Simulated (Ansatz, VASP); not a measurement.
# Two plane-wave programs on Mg

POSCAR

```
Mg
1.0
   -1.7795469426      1.7795469426      1.7795469426
    1.7795469426     -1.7795469426      1.7795469426
    1.7795469426      1.7795469426     -1.7795469426
Mg
1
Direct
    0.0000000000      0.0000000000      0.0000000000
```

Contents of INCAR.step1:

```
SYSTEM = Mg
ALGO = Normal
EDIFF = 1E-4
ENCUT = 600
GGA = PE
ISMEAR = 0
LASPH = .True.
LCHARG = .False.
LREAL = .False.
LWAVE = .True.
NELM = 100
PREC = Accurate
SIGMA = 0.1
```

File INCAR.step2:

```
SYSTEM = Mg
ALGO = Normal
EDIFF = 1E-7
EDIFFG = -0.01
ENCUT = 600
IBRION = 2
ISIF = 3
ISMEAR = 0
ISTART = 1
LASPH = .True.
LCHARG = .False.
LMIXTAU = .True.
LREAL = .False.
LWAVE = .False.
METAGGA = R2SCAN
NELM = 100
NSW = 100
PREC = Accurate
SIGMA = 0.1
```

The input KPOINTS:

```
k-points
0
Gamma
  22 22 22
  0 0 0
```

Input for Ansatz:

```yaml
crystal:
  lattice:
    - [-1.7795469426, 1.7795469426, 1.7795469426]
    - [1.7795469426, -1.7795469426, 1.7795469426]
    - [1.7795469426, 1.7795469426, -1.7795469426]
  atoms:
    - { symbol: Mg, position: [0.0, 0.0, 0.0] }
basis:
  ecutwfc: 500
kpoints:
  mp_grid: { grid: [22, 22, 22] }
hamiltonian:
  xc: r2scan
scf:
  occupations: { method: gaussian, width: 0.1 }
output:
  forces: true
  stress: true
  eigenvalues: true
relax:
  adjacent_minimum: "off"
  f_tol: 0.01
  max_steps: 80
  cell: { stress_tol: 0.05 }
```

Alike in both runs: task relaxation of cell and atoms; functional r2SCAN; k mesh 22 × 22 × 22; occupations gaussian, width 0.1 eV; no spin polarisation.

```csv
,VASP,Ansatz
version,VASP 6.6.1,Ansatz 0.2.0
potentials or method,"VASP PAW PBE potentials, release 64 (Mg)","scalar-relativistic, plane waves, PAW"
plane-wave cutoff (eV),600,500
valence electrons in the cell,2,10
```

VASP gave:

* gap on the k mesh at the Fermi level, each at its own relaxed structure (eV): none
* relaxed volume (Å³/atom): 22.40
* relaxed cell length with the largest relative difference (Å): 3.076

**Question.** Estimate Ansatz's values.

**Answer.** gap on the k mesh at the Fermi level, each at its own relaxed structure (eV): none; relaxed volume (Å³/atom): 22.54; relaxed cell length with the largest relative difference (Å): 3.082.

A gap of «none» marks a metal or a gap that the smearing closes. The two sets of potentials don't hold the same shells in valence.

Caveats: the PAW data sets were made with another functional, which shifts forces and pressure a little (VASP).
